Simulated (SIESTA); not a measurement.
## PbSe (Clausthalite) under changes of volume

One of the cells (28.671 Å³/atom); the others are scaled copies at fixed shape and fractional positions:

```
Pb Se
1.0
     0.00000    3.06065    3.06065
     3.06065    0.00000    3.06065
     3.06065    3.06065    0.00000
Pb Se
1 1
Cartesian
  0.0000 0.0000 0.0000
  3.0606 3.0606 3.0606
```

| Item | Value |
| --- | --- |
| Program | SIESTA 5.4.2 |
| Functional | WC |
| Potentials or basis | PseudoDojo 0.4 standard (PBEsol files) |
| Basis | DZP (energy shift 0.002 Ry) |
| Grid cutoff | 500 Ry |
| Energy shift | 0.002 Ry |
| k mesh | 8 × 8 × 8 |
| Occupations | fermi-dirac, width 0.05 eV |
| Spin | no spin polarisation |

```tsv
volume (Å³/atom)	energy over the lowest point (meV/atom)	pressure (GPa)	gap on the mesh (eV)
26.951	37.36	5.3	0.11
27.524	20.91	3.9	0.19
28.097	?	?	?
28.671	2.64	1.3	0.32
29.244	0.00	0.2	0.38
29.818	1.60	-0.8	0.44
30.391	6.14	-1.7	0.49
```

Question: What does the run at 28.097 Å³/atom give?

Answer: Energy over the lowest point 9.37 meV/atom; pressure 2.5 GPa; gap on the mesh 0.26 eV.

Worked out: A Birch-Murnaghan fit of order 3 (a polynomial in V^(-2/3)) to the other rows has its minimum at 29.33 Å³/atom with B0 = V·E''(V) = 54 GPa and B' = 3.9. It gives 9.44 meV/atom at 28.097 Å³/atom, against the run's 9.37, and -dE/dV = 2.5 GPa, against 2.5. A straight line through the other rows of the gap, of slope 3.16 eV per unit of ln V (its deformation potential), gives 0.25 eV, against the run's 0.26.

Energies are extrapolated to zero smearing.

Caveats: semicore shells carry a single zeta, which can move pressures by several GPa and volumes by a few percent; the potentials were made for another functional, which shifts forces and pressure; spin-orbit coupling is left out, which as a rule narrows the gap of such compounds by several tenths of an eV; the basis of atomic orbitals isn't converged, which shifts pressures, moduli and gaps.

A mesh can miss the band edges.
